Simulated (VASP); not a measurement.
# AlN (Fm-3m) in VASP: notebook

One crystal, AlN, is run at these levels: PBEsol; tasks: relaxation of the atoms.

All numbers are computed with VASP 6.6.1; they aren't measurements. Logs are shortened: lines on timing, memory, paths and dates and some standing lists are left out, and cuts for length are marked.

## (1) Starting point

The structure is cubic, space group Fm-3m (No. 225). The conventional cell has a = 4.044 Å, b = 4.044 Å, c = 4.044 Å, α = 90.00°, β = 90.00°, γ = 90.00°. Al (site symmetry m-3m) is surrounded by 6 N at 2.02 Å. N (site symmetry m-3m) has 6 Al at 2.02 Å as nearest neighbours.

Measurements of this composition are mostly on another form, of space group No. 186.

## (2) Relaxation of the atoms, PBEsol (a relaxed cell with its volume scaled by 0.94)

Contents of INCAR:

```
PREC = Accurate
ENCUT = 600
EDIFF = 1E-7
ISMEAR = 0
SIGMA = 0.03
LREAL = F
LASPH = T
NELM = 80
ALGO = Normal
ISIF = 2
LWAVE = F
LCHARG = F
GGA = PS
IBRION = 2
NSW = 40
EDIFFG = -0.01
```

Contents of KPOINTS:

```
Automatic mesh
0
Gamma
  12 12 12
```

Contents of POSCAR:

```
AlN                                     
1.0
    0.0000000000      1.9806865312      1.9806865312
    1.9806865312      0.0000000000      1.9806865312
    1.9806865312      1.9806865312      0.0000000000
  Al              N             
     1     1
Direct
     0.5000000000000000    0.5000000000000000    0.5000000000000000
     0.0000000000000000    0.0000000000000000    0.0000000000000000
```

Potentials or basis: VASP PAW PBE potentials, release 64 (Al, N).

Launch:

```
cat potpaw_PBE.64/Al/POTCAR potpaw_PBE.64/N/POTCAR > POTCAR
mpirun -np 1 vasp_std > vasp.out
```

OUTCAR:

```text
PREC = Accurate
   ENCUT = 600
   EDIFF = 1E-7
   ISMEAR = 0
   LREAL = F
   LASPH = T
   NELM = 80
   ISIF = 2
   GGA = PS
   IBRION = 2
   NSW = 40
   EDIFFG = -0.01

 ion  position               nearest neighbor table
   1  0.500  0.500  0.500-   2 1.98   2 1.98   2 1.98   2 1.98   2 1.98   2 1.98
   2  0.000  0.000  0.000-   1 1.98   1 1.98   1 1.98   1 1.98   1 1.98   1 1.98

  LATTYP: Found a face centered cubic cell.
 ALAT       =     3.9613730624

  Lattice vectors:

 A1 = (   0.0000000000,   1.9806865312,   1.9806865312)
 A2 = (   1.9806865312,   0.0000000000,   1.9806865312)
 A3 = (   1.9806865312,   1.9806865312,   0.0000000000)

Analysis of symmetry for initial positions (statically):
=====================================================================
 Subroutine PRICEL returns:
 Original cell was already a primitive cell.

 Routine SETGRP: Setting up the symmetry group for a
 face centered cubic supercell.

 Subroutine GETGRP returns: Found 48 space group operations
 (whereof 48 operations were pure point group operations)
 out of a pool of 48 trial point group operations.

The static configuration has the point symmetry O_h .

Analysis of symmetry for dynamics (positions and initial velocities):
=====================================================================
 Subroutine PRICEL returns:
 Original cell was already a primitive cell.

 Routine SETGRP: Setting up the symmetry group for a
 face centered cubic supercell.

 Subroutine GETGRP returns: Found 48 space group operations
 (whereof 48 operations were pure point group operations)
 out of a pool of 48 trial point group operations.

The dynamic configuration has the point symmetry O_h .

 Subroutine INISYM returns: Found 48 space group operations
 (whereof 48 operations are pure point group operations),
 and found     1 'primitive' translations

----------------------------------------------------------------------------------------

                                     Primitive cell

  volume of cell :      15.5409

  direct lattice vectors                    reciprocal lattice vectors
     0.000000000  1.980686531  1.980686531    -0.252437724  0.252437724  0.252437724
     1.980686531  0.000000000  1.980686531     0.252437724 -0.252437724  0.252437724
     1.980686531  1.980686531  0.000000000     0.252437724  0.252437724 -0.252437724

  length of vectors
     2.801113755  2.801113755  2.801113755     0.437234964  0.437234964  0.437234964

  position of ions in fractional coordinates (direct lattice)
     0.500000000  0.500000000  0.500000000
     0.000000000  0.000000000  0.000000000

  ion indices of the primitive-cell ions
   primitive index   ion index
                 1           1
                 2           2

----------------------------------------------------------------------------------------

 KPOINTS: Automatic mesh

Automatic generation of k-mesh.
 Grid dimensions read from file:
 generate k-points for:   12   12   12

 Generating k-lattice:

  Cartesian coordinates                     Fractional coordinates (reciprocal lattice)
    -0.021036477  0.021036477  0.021036477     0.083333333  0.000000000  0.000000000
     0.021036477 -0.021036477  0.021036477     0.000000000  0.083333333  0.000000000
     0.021036477  0.021036477 -0.021036477     0.000000000  0.000000000  0.083333333

  Length of vectors
     0.036436247  0.036436247  0.036436247

  Shift w.r.t. Gamma in fractional coordinates (k-lattice)
     0.000000000  0.000000000  0.000000000

 Subroutine IBZKPT returns following result:
 ===========================================

 Found     72 irreducible k-points:

 Following reciprocal coordinates:
            Coordinates               Weight
  0.000000  0.000000  0.000000      1.000000
  0.083333  0.000000  0.000000      8.000000
  0.166667  0.000000  0.000000      8.000000
  0.250000  0.000000  0.000000      8.000000
  0.333333  0.000000  0.000000      8.000000
  0.416667  0.000000  0.000000      8.000000
[... 16 lines left out ...]
  0.500000  0.166667  0.000000     24.000000
 -0.416667  0.166667  0.000000     24.000000
 [... further k-points ...]
   k-points           NKPTS =     72   k-points in BZ     NKDIM =     72   number of bands    NBANDS=      8
   number of dos      NEDOS =    301   number of ions     NIONS =      2
   total plane-waves  NPLWV =  13824
   dimension x,y,z NGX =    24 NGY =   24 NGZ =   24
   dimension x,y,z NGXF=    48 NGYF=   48 NGZF=   48
   ions per type =               1   1
   NGX,Y,Z   is equivalent  to a cutoff of  14.24, 14.24, 14.24 a.u.
   NGXF,Y,Z  is equivalent  to a cutoff of  28.49, 28.49, 28.49 a.u.
 SYSTEM =  unknown system
   PREC   = accura    normal or accurate (medium, high low for compatibility)
   ISTART =      0    job   : 0-new  1-cont  2-samecut
   ICHARG =      2    charge: 1-file 2-atom 10-const
   ISPIN  =      1    spin polarized calculation?
   LNONCOLLINEAR =      F non collinear calculations
   LSORBIT =      F    spin-orbit coupling
   LASPH  =      T    aspherical Exc in radial PAW
   ENCUT  =  600.0 eV  44.10 Ry    6.64 a.u.   5.59  5.59  5.59*2*pi/ulx,y,z
   NELM   =     80;   NELMIN=  2; NELMDL= -5     # of ELM steps
   EDIFF  = 0.1E-06   stopping-criterion for ELM
   LREAL  =      F    real-space projection
   EDIFFG = -.1E-01   stopping-criterion for IOM
   NSW    =     40    number of steps for IOM
   IBRION =      2    ionic relax: 0-MD 1-quasi-New 2-CG
   NFREE  =      1    steps in history (QN), initial steepest desc. (CG)
   ISIF   =      2    stress and relaxation
   ISYM   =      2    0-nonsym 1-usesym 2-fastsym
   POTIM  = 0.5000    time-step for ionic-motion
   TEBEG  =    0.0;   TEEND  =   0.0 temperature during run
   PSTRESS=    0.0 pullay stress
   NELECT =       8.0000    total number of electrons
   NUPDOWN=      -1.0000    fix difference up-down
   EMIN   =  10.00;   EMAX   =-10.00  energy-range for DOS
   EFERMI =   0.00;   METHOD = LEGACY
   ISMEAR =     0;   SIGMA  =   0.03  broadening in eV -4-tet -1-fermi 0-gaus
   EFERMI_NEDOS =   21; number of points for ismear=-14 and -15
   IALGO  =     38    algorithm
   IMIX   =      4    mixing-type and parameters
     AMIX     =   0.40;   BMIX     =  1.00
     AMIX_MAG =   1.60;   BMIX_MAG =  1.00
  volume/ion in A,a.u.               =       7.77        52.44
  Fermi-wavevector in a.u.,A,eV,Ry     =   1.312036  2.479388 23.421592  1.721438
  Thomas-Fermi vector in A             =   2.442456
   LORBIT       =      0    0 simple, 1 ext, 2 COOP (PROOUT), +10 PAW based schemes
   GGA     = PS    functional components
   LHFCALC =     F    Hartree Fock is set to
   AEXX    =    0.0000 exact exchange contribution
   IVDW    =     0    specifies the selected vdW correction
   LEPSILON=     F    determine dielectric tensor
   LRPA    =     F    only Hartree local field effects (RPA)
 conjugate gradient relaxation of ions
 non-spin polarized calculation
 Gauss-broadening in eV      SIGMA  =   0.03
  energy-cutoff  :      600.00
  volume of cell :       15.54
 maximum number of plane-waves:       533
 NGX is ok and might be reduce to    24
   NGX = 11   NGY = 11   NGZ = 11

 number of electron       8.0000000 magnetization

 Free energy of the ion-electron system (eV)
  ---------------------------------------------------
  ext. energy  EPLUGINS =         0.00000000
  ---------------------------------------------------
  free energy    TOTEN  =       -15.39447854 eV

  energy without entropy =      -15.39447854  energy(sigma->0) =      -15.39447854

 E-fermi :  10.8652     XC(G=0): -12.7448

 val. band max:       10.7046246045   @ k =   0.0000   0.0000   0.0000
 cond. band min:      15.7279945046   @ k =   0.5000   0.5000   0.0000
 fundamental gap:      5.0233699001
 Fermi energy:        10.8652089155

 k-point     1 :       0.0000    0.0000    0.0000
  band No.  band energies     occupation
      1      -7.4202      2.00000
      2      10.7046      2.00000
      3      10.7046      2.00000
      4      10.7046      2.00000
      5      17.2857      0.00000
      6      22.9215      0.00000
      7      22.9215      0.00000
      8      22.9215      0.00000

 k-point     2 :       0.0833    0.0000    0.0000
  band No.  band energies     occupation
      1      -7.2680      2.00000
      2       9.9650      2.00000
      3      10.6066      2.00000
      4      10.6066      2.00000
      5      17.7189      0.00000
      6      22.2183      0.00000
      7      23.1638      0.00000
      8      23.1638      0.00000

 k-point     3 :       0.1667    0.0000    0.0000
  band No.  band energies     occupation
      1      -6.8199      2.00000
      2       8.2481      2.00000
      3      10.3546      2.00000
      4      10.3546      2.00000
      5      18.2702      0.00000
      6      21.6359      0.00000
      7      23.5835      0.00000
      8      23.5835      0.00000

 k-point     4 :       0.2500    0.0000    0.0000
  band No.  band energies     occupation
      1      -6.1063      2.00000
      2       6.2001      2.00000
      3      10.0410      2.00000
      4      10.0410      2.00000
      5      18.0533      0.00000
      6      22.3144      0.00000
      7      23.3578      0.00000
      8      23.3578      0.00000

 k-point     5 :       0.3333    0.0000    0.0000
  band No.  band energies     occupation
      1      -5.2018      2.00000
      2       4.2053      2.00000
      3       9.7558      2.00000
      4       9.7558      2.00000
      5      17.5788      0.00000
      6      22.7384      0.00000
      7      22.7384      0.00000
      8      23.5184      0.00000
[... 177 lines left out ...]
 k-point    22 :       0.4167    0.1667    0.0000
  band No.  band energies     occupation
      1      -4.4593      2.00000
      2       3.9365      2.00000
      3       8.2152      2.00000
      4       8.9378      2.00000
      5      18.3036      0.00000
      6      20.8856      0.00000
      7      22.3601      0.00000
      8      24.1841      0.00000

 k-point    23 :       0.5000    0.1667    0.0000
  band No.  band energies     occupation
      1      -3.7112      2.00000
      2       2.7452      2.00000
      3       7.7334      2.00000
      4       8.9606      2.00000
      5      18.2980      0.00000
      6      20.6503      0.00000
      7      23.6036      0.00000
      8      23.6501      0.00000

 k-point    24 :      -0.4167    0.1667    0.0000
  band No.  band energies     occupation
      1      -3.5782      2.00000
      2       2.5617      2.00000
      3       7.4385      2.00000
      4       9.1434      2.00000
      5      18.5342      0.00000
      6      20.6403      0.00000
      7      23.2647      0.00000
      8      24.0933      0.00000

 [... further k-points ...]

------------------------ aborting loop because EDIFF is reached ----------------------------------------

  FORCE on cell =-STRESS in cart. coord.  units (eV):
  Direction    XX          YY          ZZ          XY          YZ          ZX
  --------------------------------------------------------------------------------------
  -------------------------------------------------------------------------------------
  Total        1.7941827      1.7941827      1.7941827      0.0000000      0.0000000     -0.0000000
  in kB      184.9694488    184.9694488    184.9694488      0.0000000      0.0000000     -0.0000000
  external PRESSURE =     184.9694488 kB  Pullay stress =       0.0000000 kB

 VOLUME and BASIS-vectors are now :
 -----------------------------------------------------------------------------
  energy-cutoff  :      600.00
  volume of cell :       15.54
      direct lattice vectors                 reciprocal lattice vectors
     0.000000000  1.980686531  1.980686531    -0.252437724  0.252437724  0.252437724
     1.980686531  0.000000000  1.980686531     0.252437724 -0.252437724  0.252437724
     1.980686531  1.980686531  0.000000000     0.252437724  0.252437724 -0.252437724

 POSITION                                       TOTAL-FORCE (eV/Angst)
 -----------------------------------------------------------------------------------
      1.98069      1.98069      1.98069        -0.000000     -0.000000     -0.000000
      0.00000      0.00000      0.00000         0.000000      0.000000      0.000000
 -----------------------------------------------------------------------------------
    total drift:                                0.000000     -0.000000     -0.000000

  FREE ENERGIE OF THE ION-ELECTRON SYSTEM (eV)
  ---------------------------------------------------
  free  energy   TOTEN  =       -15.3944785440 eV

  energy  without entropy=      -15.3944785440  energy(sigma->0) =      -15.39447854

 reached required accuracy - stopping structural energy minimisation
```

Run time: 4.1 s. Hardware: 1 thread of Intel Xeon 6975P-C (Granite Rapids), shared host; peak memory 0.14 GiB.

Results:

```yaml
Free_energy: -15.3945 eV
Pressure_after_relaxing: 18.5 GPa
Band_gap_on_the_k_mesh: 5.02 eV, indirect (least direct gap 6.58 eV)
```

Final structure:
```
Al N
1.0
     0.00000    1.98069    1.98069
     1.98069    0.00000    1.98069
     1.98069    1.98069    0.00000
Al N
1 1
Direct
  0.50000 0.50000 0.50000
  0.00000 0.00000 0.00000
```

Caveat: the relaxation stopped at its first step, so nothing moved; the PAW data sets were made with another functional, which shifts forces and pressure a little.

## (3) Relaxation of the atoms, PBEsol (a relaxed cell with its volume scaled by 0.96)

INCAR is that of step 2.

KPOINTS is that of step 2.

Contents of POSCAR:

```
AlN                                     
1.0
    0.0000000000      1.9946354875      1.9946354875
    1.9946354875      0.0000000000      1.9946354875
    1.9946354875      1.9946354875      0.0000000000
  Al              N             
     1     1
Direct
     0.5000000000000000    0.5000000000000000    0.5000000000000000
     0.0000000000000000    0.0000000000000000    0.0000000000000000
```

Potentials or basis: VASP PAW PBE potentials, release 64 (Al, N).

Launch:

```
cat potpaw_PBE.64/Al/POTCAR potpaw_PBE.64/N/POTCAR > POTCAR
mpirun -np 1 vasp_std > vasp.out
```

Run time: 3.8 s. Hardware: 1 thread of Intel Xeon 6975P-C (Granite Rapids), shared host; peak memory 0.14 GiB.

It converged, with:

- Free energy: -15.4262 eV
- Pressure after relaxing: 11.7 GPa
- Band gap on the k mesh: 4.95 eV, indirect (least direct gap 6.26 eV)

Final structure:
```
Al N
1.0
     0.00000    1.99464    1.99464
     1.99464    0.00000    1.99464
     1.99464    1.99464    0.00000
Al N
1 1
Direct
  0.50000 0.50000 0.50000
  0.00000 0.00000 0.00000
```

Levels at points of the mesh, in eV from the valence-band top:
```
           k point  band 1  band 2  band 3  band 4  band 5  band 6  band 7  band 8
(0.00, 0.00, 0.00)  -17.93    0.00    0.00    0.00    6.26   12.15   12.15   12.15
(0.50, 0.00, 0.00)  -14.46   -8.63   -1.17   -1.17    6.30   11.23   11.23   13.86
(0.50, 0.50, 0.00)  -13.40   -7.72   -2.93   -2.93    4.95    5.06   14.46   17.80
```

Caveat: the relaxation stopped at its first step, so nothing moved; the PAW data sets were made with another functional, which shifts forces and pressure a little. A k mesh can miss the band edges.

## (4) Relaxation of the atoms, PBEsol (a relaxed cell with its volume scaled by 0.98)

INCAR is that of step 3.

KPOINTS is that of step 3.

Contents of POSCAR:

```
AlN                                     
1.0
    0.0000000000      2.0083920290      2.0083920290
    2.0083920290      0.0000000000      2.0083920290
    2.0083920290      2.0083920290      0.0000000000
  Al              N             
     1     1
Direct
     0.5000000000000000    0.5000000000000000    0.5000000000000000
     0.0000000000000000    0.0000000000000000    0.0000000000000000
```

Launch:

```
cat potpaw_PBE.64/Al/POTCAR potpaw_PBE.64/N/POTCAR > POTCAR
mpirun -np 1 vasp_std > vasp.out
```

Run time: 3.8 s. Hardware: 1 thread of Intel Xeon 6975P-C (Granite Rapids), shared host; peak memory 0.13 GiB.

The run converged. Its results:

```
Free energy             : -15.4445 eV
Pressure after relaxing : 5.6 GPa
Band gap on the k mesh  : 4.74 eV, indirect (least direct gap 5.96 eV)
```

Final structure:
```cif
data_structure
_symmetry_space_group_name_H-M 'P 1'
_symmetry_Int_Tables_number 1
_cell_length_a 2.8403
_cell_length_b 2.8403
_cell_length_c 2.8403
_cell_angle_alpha 60.000
_cell_angle_beta 60.000
_cell_angle_gamma 60.000
_cell_volume 16.20
loop_
_atom_site_label
_atom_site_type_symbol
_atom_site_fract_x
_atom_site_fract_y
_atom_site_fract_z
_atom_site_occupancy
Al1 Al 0.50000 0.50000 0.50000 1
N1 N 0.00000 0.00000 0.00000 1
```

Levels at points of the mesh, in eV from the valence-band top:
| k point | band 1 | band 2 | band 3 | band 4 | band 5 | band 6 | band 7 | band 8 |
| --- | --- | --- | --- | --- | --- | --- | --- | --- |
| (0.00, 0.00, 0.00) | -17.73 | 0.00 | 0.00 | 0.00 | 5.96 | 12.09 | 12.09 | 12.09 |
| (0.50, 0.00, 0.00) | -14.35 | -8.50 | -1.13 | -1.13 | 6.17 | 11.06 | 11.06 | 13.55 |
| (0.50, 0.50, 0.00) | -13.32 | -7.58 | -2.87 | -2.87 | 4.74 | 5.10 | 14.21 | 17.47 |

Caveat: the relaxation stopped at its first step, so nothing moved; the PAW data sets were made with another functional, which shifts forces and pressure a little. A k mesh can miss the band edges.

(Continued in part 2 of 2.)
